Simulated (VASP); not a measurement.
Write the native input for VASP 6.6.1 that does the following.

```yaml
Task: relaxation of cell and atoms
Functional: PBEsol
Potentials_or_basis: VASP PAW PBE potentials, release 64 (Te)
Cutoff: 600 eV
k_mesh: 9 × 9 × 6
Occupations: gaussian, width 0.03 eV
Spin: no spin polarisation
Further_INCAR_settings: ALGO = Normal; EDIFF = 1e-06; IBRION = 2; EDIFFG = -0.01; NSW = 90; ISIF = 3
```

The structure of Te lies in POSCAR:

```
Te
1.0
    4.4540000000      0.0000000000      0.0000000000
   -2.2270000000      3.8572771485      0.0000000000
    0.0000000000      0.0000000000      5.9240000000
Te
3
Direct
    0.2690000000      0.0000000000      0.3333333333
    0.0000000000      0.2690000000      0.6666666667
    0.7310000000      0.7310000000      0.0000000000
```

These files were run (other wordings do the same):

INCAR

```
SYSTEM = Te
PREC     = Accurate       ! precision mode
ENCUT    = 600            ! plane-wave cutoff, eV
EDIFF    = 1E-6           ! SCF threshold, eV
ISMEAR   = 0              ! smearing method
SIGMA    = 0.03           ! smearing width, eV
LREAL    = .False.        ! projectors in reciprocal space
LASPH    = .True.         ! aspherical terms in the spheres
NELM     = 80             ! most SCF steps
ALGO     = Normal         ! electronic algorithm
ISIF     = 3              ! what is computed and relaxed
LWAVE    = .False.        ! write WAVECAR
LCHARG   = .False.        ! write CHGCAR
GGA      = PS             ! functional
IBRION   = 2              ! ionic algorithm
NSW      = 90             ! ionic steps
EDIFFG   = -0.01          ! ionic threshold
```

KPOINTS

```
Automatic mesh
0
Gamma
  9 9 6
  0 0 0
```

Potentials or basis: VASP PAW PBE potentials, release 64 (Te).

Command:

```sh
$ cat potpaw_PBE.64/Te/POTCAR > POTCAR
$ mpirun -np 1 vasp_std > vasp.out
```

Results of the run:

```
Relaxed volume                         : 32.05 Å³/atom
Relaxed cell                           : a = 4.312 Å, b = 4.312 Å, c = 5.971 Å, α = 90.00°, β = 90.00°, γ = 120.00°
Space group after relaxing (to 0.05 Å) : P3_121 (No. 152)
Energy gained by relaxing              : 11.1 meV/atom
Ionic steps                            : 9
Pressure after relaxing                : 0.0 GPa
Largest force after relaxing           : 0.009 eV/Å
Band gap on the k mesh                 : none (metal or under the smearing width)
```

Caveat: the PAW data sets were made with another functional, which shifts forces and pressure a little.

Run time: 2.2 min on 1 thread of Intel(R) Xeon(R) 6975P-C (Granite Rapids), with other jobs on the host, peak memory 0.3 GiB.
